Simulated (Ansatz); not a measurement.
CO2 (P4_2/mnm) from a database structure, relaxed with r2SCAN+rVV10 in the plane-wave code Ansatz. The symmetry is P4_2/mnm (No. 136, tetragonal); conventional cell a = 4.193 Å, c = 4.605 Å, 13.49 Å³ an atom. Around C lie 2 O at 1.16 Å; around O lie 1 C at 1.16 Å.

The axes x, y and z are those of this cell:
```xyz
6
Lattice="4.1926 0.0000 0.0000 0.0000 4.1926 0.0000 0.0000 0.0000 4.6051" Properties=species:S:1:pos:R:3 pbc="T T T"
C     2.0963    2.0963    2.3026
C     0.0000    0.0000    0.0000
O     1.2757    2.9169    2.3026
O     2.9169    1.2757    2.3026
O     0.8206    0.8206    0.0000
O     3.3719    3.3719    0.0000
```

Unstrained: The PBE gap is indirect, 6.687 eV (A to Γ), below the direct gap of 7.180 eV at Γ. The r2SCAN gap is indirect, 7.280 eV (A to Γ), below the direct gap of 7.785 eV at Γ. The HSE06 gap is indirect, 8.425 eV (A to Γ), below the direct gap of 8.952 eV at Γ. Meshes: PBE 6×6×6, r2SCAN 6×6×6, HSE06 4×4×4. Strains are changes of length per length. After each strain the atoms were relaxed again with r2SCAN+rVV10 within the symmetry that the strain leaves, so tilts or polar shifts that break it weren't tested; points keep the names that they have in the unstrained zone. Spin-unpolarised throughout; all numbers are computed.

Q: Apply isotropic +0.35 % on every length. How far does the gap move, against the unstrained cell?

A: PBE: the gap goes from 6.687 to 6.680 eV (-0.007 eV); the edges go from A → Γ to (-1/2, -1/2, 0.479) → Γ. r2SCAN: the gap goes from 7.280 to 7.275 eV (-0.005 eV). HSE06: the gap goes from 8.425 to 8.416 eV (-0.009 eV); the edges go from A → Γ to (-1/2, -1/2, 0.479) → Γ.

Q: For epitaxial -4.99 % in the xy plane, how far does the free direction move, and what happens to the gap?

A: The normal strain at zero normal stress is +4.72 %, 0.95 of the in-plane strain with the sign turned. PBE: the gap goes from 6.687 to 6.548 eV (-0.139 eV); the edges go from A → Γ to (-1/2, -1/2, 0.370) → Γ. r2SCAN: the gap goes from 7.280 to 7.133 eV (-0.147 eV). HSE06: the gap goes from 8.425 to 8.283 eV (-0.142 eV); the edges go from A → Γ to (-1/2, -1/2, 0.370) → Γ.

Q: Estimate what isotropic -5.36 % on every length does to the gap.

A: PBE: the gap goes from 6.687 to 6.822 eV (+0.135 eV); the edges go from A → Γ to (-1/2, -1/2, 0.453) → Γ–Z (0.20). r2SCAN: the gap goes from 7.280 to 7.429 eV (+0.149 eV). HSE06: the gap goes from 8.425 to 8.624 eV (+0.199 eV); the edges go from A → Γ to (-1/2, -1/2, 0.453) → Γ.

Where an edge lies off the special points, it is a point of the mesh or the k point where a search put PBE's edge or least direct gap, reused for the other functionals, whose own edges may lie a little apart.

The meshes of the hybrids are coarse, so their gaps aren't converged to the digits shown.
